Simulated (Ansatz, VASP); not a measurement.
# Zr in VASP and in Ansatz

INCAR

```
  PREC = Accurate
  ENCUT = 600
  EDIFF = 1E-6
  ISMEAR = 0
  SIGMA = 0.1
  LREAL = False
  LASPH = True
  NELM = 60
  ALGO = Normal
  ISIF = 3
  LWAVE = False
  LCHARG = False
  GGA = PS
  IBRION = 2
  NSW = 80
  EDIFFG = -0.01
```

The input KPOINTS:

```
regular mesh
0
Gamma
  16 16 16
```

File POSCAR:

```
Zr
1.0
    0.0000000000      2.2229131116      2.2229131116
    2.2229131116      0.0000000000      2.2229131116
    2.2229131116      2.2229131116      0.0000000000
Zr
1
Direct
    0.0000000000      0.0000000000      0.0000000000
```

Input for Ansatz:

```yaml
crystal:
  lattice:
    - [0.0, 2.2229131116, 2.2229131116]
    - [2.2229131116, 0.0, 2.2229131116]
    - [2.2229131116, 2.2229131116, 0.0]
  atoms:
    - { symbol: Zr, position: [0.0, 0.0, 0.0] }
basis:
  ecutwfc: 420
kpoints:
  mp_grid: { grid: [16, 16, 16] }
hamiltonian:
  xc: pbesol
scf:
  occupations: { method: gaussian, width: 0.1 }
output:
  forces: true
  stress: true
  eigenvalues: true
relax:
  adjacent_minimum: "off"
  f_tol: 0.01
  max_steps: 60
  cell: { stress_tol: 0.1 }
```

Alike in both runs: task relaxation of cell and atoms; functional PBEsol; k mesh 16 × 16 × 16; occupations gaussian, width 0.1 eV; no spin polarisation.

```csv
,VASP,Ansatz
version,VASP 6.6.1,Ansatz 0.2.0
potentials or method,"VASP PAW PBE potentials, release 64 (Zr_sv)","scalar-relativistic, plane waves, PAW"
plane-wave cutoff (eV),600,420
valence electrons in the cell,12,12
```

```tsv
	VASP	Ansatz	Ansatz less VASP
gap on the k mesh at the Fermi level, each at its own relaxed structure (eV)	none	none	-
relaxed volume (Å³/atom)	22.24	22.23	-0.012
relaxed cell length with the largest relative difference (Å)	3.157	3.156	-0.0006
energy change over the relaxation (meV/atom)	-1	-1	+0.1
```

A gap of «none» marks a metal or a gap that the smearing closes.

Caveats: the PAW data sets were made with another functional, which shifts forces and pressure a little (VASP).
